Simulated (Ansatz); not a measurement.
**FeO (Wuestite): single point with PBEsol**

Crystal: FeO (Wuestite).

```xyz
2
Lattice="0.0000 2.1554 2.1554 2.1554 0.0000 2.1554 2.1554 2.1554 0.0000" Properties=species:S:1:pos:R:3 pbc="T T T"
Fe    0.0449    0.0680    0.0221
O     2.1631    2.1655    2.2137
```

The cell isn't the ideal one: atoms moved at random, drawn with an rms of 0.05 Å.

```
Program             : Ansatz 0.2.0
Task                : single point
Functional          : PBEsol
Potentials or basis : all-electron LAPW, scalar-relativistic
Cutoff              : 370 eV (chosen from the basis error)
Basis error allowed : 0.001 eV/atom
k mesh              : 11 × 11 × 11
Occupations         : fermi-dirac, width 0.05 eV
Spin                : collinear spin, ferromagnetic start
Starting moments    : [3.0, 0.0] μB
```

```
Pressure               : -8.1 GPa
Largest force          : 0.183 eV/Å
Band gap on the k mesh : none (metal or under the smearing width)
Net moment             : 4.00 μB per cell
Absolute moment        : 4.01 μB per cell
Site moments           : Fe +3.60; O +0.32 μB
Loewdin charges        : Fe +1.14; O -1.00 e
```

Forces in eV/Å, atoms in the order of the input:
```
Fe  -0.086 -0.138  0.084
O    0.086  0.138 -0.084
```

Stress tensor (GPa, compression positive):
```
-8.27 -0.14  0.08
-0.14 -7.75  0.13
 0.08  0.13 -8.29
```

Levels at points of the mesh, in eV from the Fermi level:
Spin up:
```tsv
k point	band 10	band 11	band 12	band 13	band 14	band 15	band 16	band 17	band 18
(0.00, 0.00, 0.00)	-3.86	-3.80	-3.52	-3.42	-3.34	-0.09	14.96	16.76	16.76
```
Spin down:
```csv
k point,band 8,band 9,band 10,band 11,band 12,band 13
"(0.00, 0.00, 0.00)",-3.38,-3.38,-0.73,-0.71,-0.67,0.18
```

It took 2 min on 2 threads of Intel(R) Xeon(R) 6975P-C (Granite Rapids), on a shared host, peak memory 1.6 GiB.

Caveat: the atomic charges don't sum to the cell's charge; a cell with one magnetic atom can't hold antiferromagnetic order, which such compounds often take; semilocal functionals often make such compounds metallic where correlation or magnetic order opens a gap, which also shifts bond lengths.
